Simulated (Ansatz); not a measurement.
**Pressure against volume: Be**

```xyz
4
Lattice="3.7468 0.0000 0.0000 0.0000 3.7468 0.0000 0.0000 0.0000 2.2813" Properties=species:S:1:pos:R:3 pbc="T T T"
Be    1.1143    1.1143    0.0000
Be    2.6325    2.6325    0.0000
Be    0.7591    2.9877    1.1406
Be    2.9877    0.7591    1.1406
```

Structure from Materials Project entry mp-1008501 (possibly hypothetical), not relaxed further.

All numbers are computed: DFT, PBE, all-electron LAPW, scalar-relativistic (Ansatz 0.2.0); DFT, PBE, PAW with Ansatz's default frozen-core files, scalar-relativistic (Ansatz 0.2.0).

For LAPW: a Γ-centred 9×9×14 k mesh, Fermi–Dirac smearing of 0.05 eV, basis error target 1 meV/atom, no spin polarisation. PAW takes a cutoff of 420 eV at this cell. The Ansatz runs share mesh, smearing and spin set-up. Plane-wave (PAW) pressures include the program's estimate of the Pulay term.

The cell above is scaled evenly, with fractional coordinates and shape held.

```
V/V(cell)  V (Å³/atom)  P, LAPW (GPa)  P, PAW (GPa)  free energy over the lowest listed, PAW (meV/atom)
   0.9400        7.526           8.13          8.18                                                11.7
   0.9600        7.686              ?             ?                                                   ?
   0.9800        7.846           2.44          2.48                                                 1.2
   0.9900        7.926           1.17          1.20                                                 0.3
   1.0000        8.007          -0.05         -0.02                                                 0.0
   1.0100        8.087          -1.21         -1.19                                                 0.3
   1.0200        8.167          -2.33         -2.31                                                 1.2
   1.0400        8.327          -4.42         -4.41                                                 4.5
   1.0600        8.487          -6.35         -6.33                                                 9.9
```

**Question.** Fill in the row V/V(cell) = 0.9600.

**Answer.** P, LAPW (GPa) = 5.16, P, PAW (GPa) = 5.20, free energy over the lowest listed, PAW (meV/atom) = 5.0.

**Question.** What do Birch–Murnaghan fits to the pressures give?

**Answer.** LAPW: V0 = 8.00 Å³/atom, B0 = 119 GPa, B0′ = 3.3; PAW: V0 = 8.01 Å³/atom, B0 = 120 GPa, B0′ = 3.3.

PAW's V0 lies 0.02 % from the all-electron value and its B0 0.1 %. With shape and internal coordinates held, B0 is an upper bound to the relaxed modulus.
